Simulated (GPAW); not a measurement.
BaTiO3:

```xyz
5
Lattice="2.8274 1.6324 2.3184 -2.8274 1.6324 2.3184 0.0000 -3.2648 2.3184" Properties=species:S:1:pos:R:3 pbc="T T T"
Ba    0.0000    0.0000    0.0000
Ti    0.0000    0.0000    3.3698
O     1.3885   -0.8017    2.3988
O    -1.3885   -0.8017    2.3988
O     0.0000    1.6033    2.3988
```

Base run:

| Quantity | Value |
| --- | --- |
| Program | GPAW 26.7.0 |
| Functional | PBEsol |
| Potentials or basis | PAW data sets generated in the run's folder for this functional |
| Cutoff | 800 eV |
| Basis | pw |
| k mesh | 5 × 5 × 5 |
| Occupations | fermi-dirac, width 0.05 eV |
| Spin | no spin polarisation |

Its results: band gap on the k mesh 2.49 eV, indirect (least direct gap 2.76 eV); pressure 0.3 GPa; largest force 0.193 eV/Å.

Task: The run is repeated on the same cell with these changes: hubbard terms from none to Ti d U = 1 eV. What comes out?

Result: Band gap on the k mesh 2.60 eV, indirect (least direct gap 2.87 eV); pressure 0.8 GPa; largest force 0.405 eV/Å.

The U term pushes filled and empty states of the shell apart.

Caveats: spin-orbit coupling is left out, which moves the levels of the heavy elements; the mesh misses the band edges, which the band path finds closer together.
